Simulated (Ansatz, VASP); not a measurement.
# Two plane-wave programs on CdTe

```xyz
2
Lattice="0.0000 3.2821 3.2821 3.2821 0.0000 3.2821 3.2821 3.2821 0.0000" Properties=species:S:1:pos:R:3 pbc="T T T"
Cd    0.0000    0.0000    0.0000
Te    1.6411    1.6411    1.6411
```

The cell is a database's computed one.

Alike in both runs: task single point; functional PBEsol; k mesh 6 × 6 × 6; occupations gaussian, width 0.1 eV; no spin polarisation.

|  | VASP | Ansatz |
| --- | --- | --- |
| version | VASP 6.6.1 | Ansatz 0.2.0 |
| potentials or method | VASP PAW PBE potentials, release 64 (Cd, Te) | scalar-relativistic, plane waves, PAW |
| plane-wave cutoff (eV) | 520 | 420 |
| valence electrons in the cell | 18 | 36 |

|  | VASP | Ansatz | Ansatz less VASP |
| --- | --- | --- | --- |
| gap on the k mesh at the Fermi level (eV) | 0.55 | 0.55 | -0.001 |
| least direct gap on the mesh (eV) | 0.55 | 0.55 | -0.001 |
| pressure (GPa) | -1.2 | -1.3 | -0.14 |

The functional is the same, so the differences come from potentials, cutoffs and numerics. The two sets of potentials don't hold the same shells in valence.

Caveats: the PAW data sets were made with another functional, which shifts forces and pressure a little (VASP); spin-orbit coupling is left out, which moves the levels of the heavy elements.
